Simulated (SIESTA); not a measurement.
TaS2:

```
Ta S
1.0
     3.35000    0.00000    0.00000
    -1.67500    2.90119    0.00000
     0.00000    0.00000    5.86000
Ta S
1 2
Cartesian
  0.0000 0.0000 0.0000
  1.6750 0.9671 4.3950
  0.0000 1.9341 1.4650
```

Program: SIESTA 5.4.2. Alike in all runs: cell as given; smearing fermi-dirac 0.05 eV. Hardware: 1 thread of Arm Neoverse V1, with other jobs on the host.

Problem. Order these runs on this cell by their wall time, lowest first.
A. task Born charges; level vdW-DF-C09; potentials or basis PseudoDojo 0.4 standard (PBE files), DZP (energy shift 0.005 Ry); spin off; k mesh 7 × 7 × 4; displacement 0.04 bohr; polarization grid 16 × 4 × 3; grid cutoff 1200 Ry; energy shift 0.005 Ry
B. task band structure; level PBE; potentials or basis PseudoDojo 0.4 standard (PBE files), DZP (energy shift 0.01 Ry); spin off; k mesh 9 × 9 × 5; grid cutoff 800 Ry; energy shift 0.01 Ry
C. task band structure; level PBE; potentials or basis PseudoDojo 0.4 standard (PBE files), TZP (energy shift 0.002 Ry); spin off; k mesh 9 × 9 × 5; grid cutoff 800 Ry; energy shift 0.002 Ry
D. task band structure; level PBE; potentials or basis PseudoDojo 0.4 standard (PBE files, fully relativistic), TZP (energy shift 0.002 Ry); spin non-collinear, zero start, SOC; k mesh 7 × 7 × 4; grid cutoff 800 Ry; energy shift 0.002 Ry

Solution. B (28 s), C (74 s), D (230 s), A (1800 s).

Caveats: the atoms aren't at rest in this cell (some runs).
